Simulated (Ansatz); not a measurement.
# Ti₃Al: zone-centre modes

Computed with DFT PBEsol, scalar-relativistic, plane waves, PAW (Ansatz 0.2.0). The runs took a 420 eV cutoff, a Γ-centred 12×12×10 mesh and Gaussian smearing (0.15 eV). No spin polarisation.

Zero of the scan (relaxed at this level; it needn't be the usual structure):

```xyz
8
Lattice="5.6878 0.0000 0.0000 -2.8439 4.9258 0.0000 0.0000 0.0000 4.6077" Properties=species:S:1:pos:R:3 pbc="T T T"
Ti    4.2401    0.8358    1.1519
Ti    1.3962    4.0899    3.4558
Ti    2.8439    3.2541    1.1519
Ti   -1.3962    4.0899    3.4558
Ti    1.4477    0.8358    1.1519
Ti    0.0000    1.6717    3.4558
Al    0.0000    3.2839    1.1519
Al    2.8439    1.6419    3.4558
```

Harmonic modes by finite displacements of 0.02 Å, without the LO–TO term.

**Question.** At this geometry, is the structure stable against these modes?

**Answer.** Yes: no mode is imaginary beyond 10 cm⁻¹, and only the three translations lie near zero.

**Question.** List the wavenumbers in cm⁻¹.

**Answer.** 0, 0, 0, 146, 146, 161, 161, 171, 171, 178, 196, 222, 222, 257, 257, 263, 273, 282, 300, 302, 309, 309, 321, 321.

Cost: 1 run of about 30 core-minutes, on Intel Xeon Processor @ 2.50GHz (Skylake/Cascade Lake) (shared hosts).